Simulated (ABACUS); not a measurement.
AlN:

```
Al N
1.0
     3.11300    0.00000    0.00000
    -1.55650    2.69594    0.00000
     0.00000    0.00000    4.98100
Al N
2 2
Direct
  0.66667 0.33333 0.50000
  0.33333 0.66667 0.00000
  0.66667 0.33333 0.88000
  0.33333 0.66667 0.38000
```

Base run:

| Item | Value |
| --- | --- |
| Program | ABACUS 3.10.1 |
| Functional | PBEsol |
| Potentials or basis | PseudoDojo NC SR 0.4.1 PBE standard |
| Cutoff | 1361 eV |
| Density cutoff | 5442 eV |
| Basis | DZP LCAO (the cutoffs set its grid) |
| k mesh | 10 × 10 × 6 |
| Occupations | fermi-dirac, width 0.05 eV |
| Spin | no spin polarisation |

Its results: band gap on the k mesh 4.50 eV, direct; pressure 2.6 GPa; largest force 0.131 eV/Å.

Q: The run is repeated on the same cell with these changes: potentials or basis from PseudoDojo NC SR 0.4.1 PBE standard to PseudoDojo NC SR 0.4.1 PBEsol standard; cutoff from 1361 eV to 1143 eV; density cutoff from 5442 eV to 4572 eV; basis from DZP LCAO (the cutoffs set its grid) to plane waves. What comes out?

A: Band gap on the k mesh 4.14 eV, direct; pressure 0.1 GPa; largest force 0.132 eV/Å.

Caveats: the atomic orbitals were generated for these runs and aren't a published set (some runs); the potentials were made for another functional, which shifts forces and pressure (some runs); the basis of atomic orbitals isn't converged, which shifts pressures, moduli and gaps (some runs); there are fewer bands than atomic start orbitals, so a level may be missed at k points of high symmetry (some runs).

A k mesh can miss the band edges.

Not every run made on this cell is shown here.
